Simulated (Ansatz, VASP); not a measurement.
MgO in VASP and in Ansatz

```
Mg O
1.0
     0.00000    2.13515    2.13515
     2.13515    0.00000    2.13515
     2.13515    2.13515    0.00000
Mg O
1 1
Direct
  0.00000 0.00000 0.00000
  0.51464 0.51464 0.48536
```

Change from the starting cell: all O atoms moved +0.062 Å, as atom 2 along Cartesian [0 0 1].

Alike in both runs: task single point; functional LDA; k mesh 10 × 10 × 10; occupations gaussian, width 0.05 eV; no spin polarisation.

|  | VASP | Ansatz |
| --- | --- | --- |
| version | VASP 6.6.1 | Ansatz 0.2.0 |
| potentials or method | VASP PAW LDA potentials, release 64 (Mg, O) | scalar-relativistic, plane waves, PAW |
| plane-wave cutoff (eV) | 520 | 420 |
| valence electrons in the cell | 8 | 16 |

Ansatz gave:

```
gap on the k mesh at the Fermi level (eV)       : 4.26
least direct gap on the mesh (eV)               : 4.26
pressure (GPa)                                  : -11.3
largest component of the traceless stress (GPa) : 0.75
rms of the force components (eV/Å)              : 0.147
```

Task: Which values does VASP return?

Result: gap on the k mesh at the Fermi level (eV): 4.26; least direct gap on the mesh (eV): 4.26; pressure (GPa): -12.9; largest component of the traceless stress (GPa): 0.77; rms of the force components (eV/Å): 0.151.

Atom by atom the forces differ by 0.004 eV/Å (rms over components). The two sets of potentials don't hold the same shells in valence.
